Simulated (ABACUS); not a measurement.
## HfO2 under changes of volume

One of the cells (10.955 Å³/atom); the others are scaled copies at fixed shape and fractional positions:

```
CELL_PARAMETERS angstrom
5.21946 0.00000 0.00000
0.00000 5.00476 0.00000
0.00000 0.00000 5.03269
ATOMIC_POSITIONS crystal
Hf 0.96699 0.73252 0.74144
Hf 0.53301 0.73252 0.24144
Hf 0.46699 0.26748 0.74144
Hf 0.03301 0.26748 0.24144
O 0.63213 0.92865 0.87927
O 0.86787 0.92865 0.37927
O 0.23395 0.53988 0.49229
O 0.26605 0.53988 0.99229
O 0.76605 0.46012 0.99229
O 0.73395 0.46012 0.49229
O 0.13213 0.07135 0.87927
O 0.36787 0.07135 0.37927
```

Measurements of this composition are mostly on another form, of space group No. 14.

```yaml
Program: ABACUS 3.10.1
Functional: PBE
Potentials_or_basis: PseudoDojo NC SR 0.4.1 PBE standard
Cutoff: 1143 eV
Density_cutoff: 4572 eV
Basis: plane waves
k_mesh: 5 × 6 × 5
Occupations: fermi-dirac, width 0.05 eV
Spin: no spin polarisation
```

| volume (Å³/atom) | energy over the lowest point (meV/atom) | pressure (GPa) | gap on the mesh (eV) | largest force (eV/Å) |
| --- | --- | --- | --- | --- |
| 10.298 | ? | ? | ? | ? |
| 10.517 | 41.40 | 19.1 | 4.64 | 0.223 |
| 10.736 | 19.61 | 12.8 | 4.57 | 0.141 |
| 10.955 | 6.07 | 7.0 | 4.50 | 0.081 |
| 11.175 | 0.00 | 1.8 | 4.42 | 0.087 |
| 11.394 | 0.66 | -2.8 | 4.35 | 0.139 |
| 11.613 | 7.41 | -7.1 | 4.28 | 0.197 |

Q: What does the run at 10.298 Å³/atom give?

A: Energy over the lowest point 72.36 meV/atom; pressure 26.2 GPa; gap on the mesh 4.72 eV; largest force 0.314 eV/Å.

Worked out: A Birch-Murnaghan fit of order 3 (a polynomial in V^(-2/3)) to the other rows has its minimum at 11.26 Å³/atom with B0 = V·E''(V) = 243 GPa and B' = 4.3 at fixed shape and positions, which overstates the stiffness. It gives 72.37 meV/atom at 10.298 Å³/atom, against the run's 72.36, and -dE/dV = 26.2 GPa, against 26.2. A straight line through the other rows of the gap, of slope -3.66 eV per unit of ln V, extrapolates to 4.72 eV, against the run's 4.72.

Energies are extrapolated to zero smearing.

Caveats: there are fewer bands than atomic start orbitals, so a level may be missed at k points of high symmetry; spin-orbit coupling is left out, which moves the levels of the heavy elements; an odd mesh through Γ misses points on the zone boundary, where band edges often lie.
